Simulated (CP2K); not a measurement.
Runs of CP2K 2026.2 on Ga. It takes space group Pm-3m (No. 221, cubic). The conventional cell has a = 2.716 Å, b = 2.716 Å, c = 2.716 Å, α = 90.00°, β = 90.00°, γ = 90.00°. Around Ga (site symmetry m-3m) lie 6 Ga at 2.72 Å. The cell was built by a generator and needn't be a form met in nature.

| task | level | potentials or basis | smearing | EPS_DEFAULT | basis sets | potentials | points a segment of the path (NPOINTS) | bands added on the path | gap on the mesh (eV) | pressure (GPa) |
| --- | --- | --- | --- | --- | --- | --- | --- | --- | --- | --- |
| band structure | r2SCAN | POTENTIAL_UZH Ga GTH-SCAN-q13; TZVP-MOLOPT-SCAN-GTH basis | fermi-dirac 0.1 eV | 1.0E-9 | Ga TZVP-MOLOPT-SCAN-GTH-q13 | Ga GTH-SCAN-q13 of POTENTIAL_UZH | 6 | 2 | none | -3.8 |
| single point | PBE | POTENTIAL_UZH Ga GTH-PBE-q13; TZVP-MOLOPT-PBE-GTH basis | fermi-dirac 0.05 eV | 1.0E-10 | Ga TZVP-MOLOPT-PBE-GTH-q13 | Ga GTH-PBE-q13 of POTENTIAL_UZH | - | - | none | 0.5 |
| band structure | LDA | GTH_POTENTIALS Ga GTH-PADE-q13; TZVP-MOLOPT-PBE-GTH basis | fermi-dirac 0.05 eV | 1.0E-9 | Ga TZVP-MOLOPT-PBE-GTH-q13 | Ga GTH-PADE-q13 of GTH_POTENTIALS | 10 | 2 | none | (a) |
| band structure | PBEsol | POTENTIAL_UZH Ga GTH-PBE-q13; TZVP-MOLOPT-PBE-GTH basis | fermi-dirac 0.05 eV | 1.0E-10 | Ga TZVP-MOLOPT-PBE-GTH-q13 | Ga GTH-PBE-q13 of POTENTIAL_UZH | 10 | 4 | none | -2.6 |

Alike in all rows: no spin polarisation; cell as given; k mesh 10 × 10 × 10.

**Question.** Estimate the missing entries.

**Answer.** (a) -4.6.

Caveats: the basis of atomic orbitals isn't converged, which shifts pressures, moduli and gaps; the potentials were made for another functional, which shifts forces and pressure (some runs).

A k mesh can miss the band edges, and the runs leave out spin-orbit coupling on Ga.

A gap of «none» marks a metal or a gap under the smearing width.

Not every run made on this cell is shown here.
